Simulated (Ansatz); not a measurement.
# MnO: the cost of one run

Computed with Ansatz 0.2.0 (DFT PBE, scalar-relativistic, plane waves, PAW, unless a step's input says otherwise).

5 further runs of the same task are left out: 4 that didn't finish, 1 set aside as unsound or not needed.

**1. Starting point**

The structure is cubic, space group Fm-3m (No. 225). The conventional cell has a = 4.443 Å, b = 4.443 Å, c = 4.443 Å, α = 90.00°, β = 90.00°, γ = 90.00°. Mn (site symmetry m-3m) is surrounded by 6 O at 2.22 Å. O (site symmetry m-3m) has 6 Mn at 2.22 Å as nearest neighbours.

As a file:

```cif
data_structure
_symmetry_space_group_name_H-M 'P 1'
_symmetry_Int_Tables_number 1
_cell_length_a 3.1414
_cell_length_b 3.1414
_cell_length_c 3.1414
_cell_angle_alpha 60.000
_cell_angle_beta 60.000
_cell_angle_gamma 60.000
_cell_volume 21.92
loop_
_atom_site_label
_atom_site_type_symbol
_atom_site_fract_x
_atom_site_fract_y
_atom_site_fract_z
_atom_site_occupancy
Mn1 Mn 0.00000 0.00000 0.00000 1
O1 O 0.50000 0.50000 0.50000 1
```

This cell was relaxed beforehand with the same method: volume 10.96 Å³/atom, gap on the mesh none (metal), site moments up to 4.0 μB.

**2. Bands, states and charges**

input.yaml

```yaml
crystal:
  lattice:
    - [0.0, 2.2213308091, 2.2213308091]
    - [2.2213308091, 0.0, 2.2213308091]
    - [2.2213308091, 2.2213308091, 0.0]
  atoms:
    - { symbol: Mn, position: [0.0, 0.0, 0.0], spin: 4.44 }
    - { symbol: O, position: [0.5, 0.5, 0.5], spin: 0.25 }
basis:
  ecutwfc: 420
kpoints:
  mp_grid: { grid: [16, 16, 16] }
  band_path:
    path:
      - [[0.0, 0.0, 0.0], [0.5, 0.0, 0.5], [0.625, 0.25, 0.625]]
      - [[0.375, 0.375, 0.75], [0.0, 0.0, 0.0], [0.5, 0.5, 0.5], [0.5, 0.25, 0.75], [0.5, 0.0, 0.5]]
    npoints: 14
hamiltonian:
  xc: pbe
scf:
  occupations: { method: gaussian, width: 0.1 }
  n_extra_bands: 6
output:
  forces: true
  stress: true
  eigenvalues: true
  populations: true
  dos: { projected: true, de: 0.02, nscf_kmesh: { grid: [24, 24, 24] } }
  bader: true
  write_density: true
  write_potential: true
  elf: true
  volumetric_format: npy
magnetization:
  spin_polarized: true
checkpoint:
  read: start.run
  write: ck
  compress: false
  write_wavefunctions: false
  write_every: 100000
```

Run with:

```
ansatz run input.yaml --threads 1 --pin off --max-ram 2560MiB --backend cpu --events-out ev --progress --plain --runs-dir out
```

What time and memory should one allow on 1 thread of Arm Neoverse V2, shared host?

About 21 s, with a peak of 0.38 GiB.
